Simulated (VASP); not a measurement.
The system is MnS.

```xyz
2
Lattice="1.8300 1.0565 2.9709 -1.8300 1.0565 2.9709 0.0000 -2.1131 2.9709" Properties=species:S:1:pos:R:3 pbc="T T T"
Mn    0.0000    0.0000    0.0000
S     0.0000    0.0000    4.4564
```

The cell is a database's computed one.

```yaml
Program: VASP 6.6.1
Task: relaxation of cell and atoms
Functional: r2SCAN
Potentials_or_basis: VASP PAW PBE potentials, release 64 (Mn_pv, S)
Cutoff: 600 eV
k_mesh: 9 × 9 × 9
Occupations: gaussian, width 0.05 eV
Spin: collinear spin, ferromagnetic start
Starting_moments: "[4.0, 0.0] μB"
```

At the start: pressure 2.5 GPa; volume 17.23 Å³/atom.

Q: How do energy, volume and symmetry change on relaxing?

A: Over 4 steps the energy falls by 4.5 meV/atom and the volume is 17.78 Å³/atom (+3.2 %); space group Fm-3m (No. 225, to 0.05 Å); moment 4.98 μB per cell.

Step by step:
| step | energy change (eV) | largest force (eV/Å) | pressure (GPa) | volume (Å³) |
| --- | --- | --- | --- | --- |
| 1 | 0.0000 | 0.0000 | 2.52 | 34.47 |
| 2 | -0.0082 | 0.0000 | -0.64 | 35.83 |
| 3 | -0.0088 | 0.0000 | -0.02 | 35.56 |
| 4 | -0.0089 | 0.0000 | 0.00 | 35.56 |

Final structure:
```yaml
crystal:
  lattice:
    - [1.84666, 1.06617, 3.01016]
    - [-1.84666, 1.06617, 3.01016]
    - [0.00000, -2.13234, 3.01016]
  atoms:
    - { symbol: Mn, position: [0.00000, 0.00000, 0.00000] }
    - { symbol: S, position: [0.50000, 0.50000, 0.50000] }
```

Caveat: the PAW data sets were made with another functional, which shifts forces and pressure a little; a cell with one magnetic atom can't hold antiferromagnetic order, which such compounds often take.
